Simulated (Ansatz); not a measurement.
The cell is COD entry 1010423, as deposited and not checked against the literature; nothing was relaxed. It is an old determination, and later ones may differ. The listed cell was then made from it by scaling, straining or moving an atom.

An input for BaTe: DFT, PBEsol, all-electron LAPW, scalar-relativistic (Ansatz 0.2.0).

Command: `ansatz run input.yaml --threads 1 --pin off --max-ram 3072MiB --backend cpu --events-out ev --progress --plain --runs-dir out` The run took 28 s on 1 thread of Intel(R) Xeon(R) Platinum 8375C CPU @ 2.90GHz (Ice Lake), on a shared host, peak memory 0.54 GiB.

```yaml
crystal:
  lattice:
    - [0.0, 3.3759, 3.41]
    - [3.3759, 0.0, 3.41]
    - [3.3759, 3.3759, 0.0]
  atoms:
    - { symbol: Ba, position: [0.0, 0.0, 0.0] }
    - { symbol: Te, position: [0.5, 0.5, 0.5] }
kpoints:
  mp_grid: { grid: [10, 10, 10] }
  band_path:
    path:
      - [0.0, 0.0, 0.0]
      - [0.0, 0.5, 0.5]
      - [0.25, 0.75, 0.5]
      - [0.0, 0.5, 0.0]
      - [0.0, 0.0, 0.0]
      - [0.5, 0.5, 0.0]
      - [0.3725125, 0.6274875, 0.0]
      - [-0.3725125, 0.3725125, 0.0]
      - [0.0, 0.0, 0.0]
    npoints: 5
scf:
  occupations: { method: fermi_dirac, width: 0.05 }
hamiltonian:
  xc: pbesol
  pseudopotentials: { kind: all_electron, lapw: { basis_error: 0.00025 } }
output:
  forces: true
  stress: true
  eigenvalues: true
```

Set-up and iterations as logged by Ansatz (the results part is left out, to be predicted):

```
LAPW: plane waves up to 6.586 Å⁻¹, error target 2.5e-4 eV per atom; small_component_spin mean_spin; Te in spheres of 1.721 Å, 24 of its electrons in bands, Dirac shells []; Ba in spheres of 1.654 Å, 28 of its electrons in bands, Dirac shells []
Engine: ansatz 0.2.0
Pseudopotentials: kind: all_electron
Pseudopotential: Ba, LAPW, valence charge 28, Koelling and Harmon's equation, gaussian nucleus
Pseudopotential: Te, LAPW, valence charge 24, Koelling and Harmon's equation, gaussian nucleus
Functional definition: PBEsol
  exchange = pbesol_x
  correlation = pbesol_c
Crystal: 2 atoms, lattice volume = 77.725 Å³
Basis set: ecut = 165.2796278935474 eV, 347 PW (Γ), exchange–correlation at level 2
Bands: 32, of which v1, the nominal top of the filled ones, is band 26 counted from 1 (25 counted from 0)
Symmetry: 16 space group operations
Space group: I4/mmm (ITA 139), of the structure as read, at distance tolerance 4.3e-5 Å
k-points: 102 of 1000
Non-local potential: Ba, projectors of the file, none
Non-local potential: Te, projectors of the file, none
Initial density: superposition of atomic densities (chi_scale 0.1, normalization cell, long waves kept (reshape's long-wave potential 0.00 eV rms))
Initial wavefunctions: plane waves of lowest kinetic energy (no species holds an atomic orbital)
Functional: x = pbesol(κ = 0.804, μ = 0.12345679012345678), c = pbesol(β = 0.046)
iter 1 solved again at ethr=6.79e-4 eV; its pass at ethr=1.00e-1 eV (dr2=3.53e-1 eV) is discarded
SCF iter   1: F=—  HF=-406094.935028 eV  |F-HF|=—  |Δ(HF+E_count)|=         —  Δρ=1.38e-2  dr2=3.53e-1  ethr=6.79e-4  ⟨swp⟩=2.6  Hψ=20727  notcnv=0
iter 2 solved again at ethr=5.59e-5 eV; its pass at ethr=6.78e-4 eV (dr2=2.91e-2 eV) is discarded
SCF iter   2: F=—  HF=-406094.861807 eV  |F-HF|=—  |Δ(HF+E_count)|=   7.32e-2  Δρ=4.43e-3  dr2=2.90e-2  ethr=5.59e-5  ⟨swp⟩=2.0  Hψ=17768  notcnv=0
SCF iter   3: F=—  HF=-406094.863892 eV  |F-HF|=—  |Δ(HF+E_count)|=   2.08e-3  Δρ=2.08e-3  dr2=7.83e-3  ethr=5.58e-5  ⟨swp⟩=2.0  Hψ=11081  notcnv=0
SCF iter   4: F=—  HF=-406094.864172 eV  |F-HF|=—  |Δ(HF+E_count)|=         —  Δρ=2.77e-4  dr2=9.73e-5  ethr=1.51e-5  ⟨swp⟩=2.0  Hψ=10525  notcnv=0
the basis was enlarged: its passes take 155.0 KiB over the memory plan, 1 of 1 planned eigensolver slots
SCF iter   5: F=—  HF=-406094.864286 eV  |F-HF|=—  |Δ(HF+E_count)|=   1.14e-4  Δρ=4.59e-5  dr2=1.61e-6  ethr=1.87e-7  ⟨swp⟩=3.0  Hψ=10789  notcnv=0
SCF iter   6: F=-406094.864289 eV  HF=-406094.864289 eV  |F-HF|=1.63e-9  |Δ(HF+E_count)|=   3.83e-6  Δρ=6.11e-6  dr2=1.92e-8  ethr=3.09e-9  ⟨swp⟩=3.0  Hψ=11110  notcnv=0
```

Task: What pressure will this run report?

Result: 2.77 GPa (positive in compression).

Task: Is there a band gap?

Result: 1.28 eV, indirect from Γ to X (0, 0.5, 0.5).
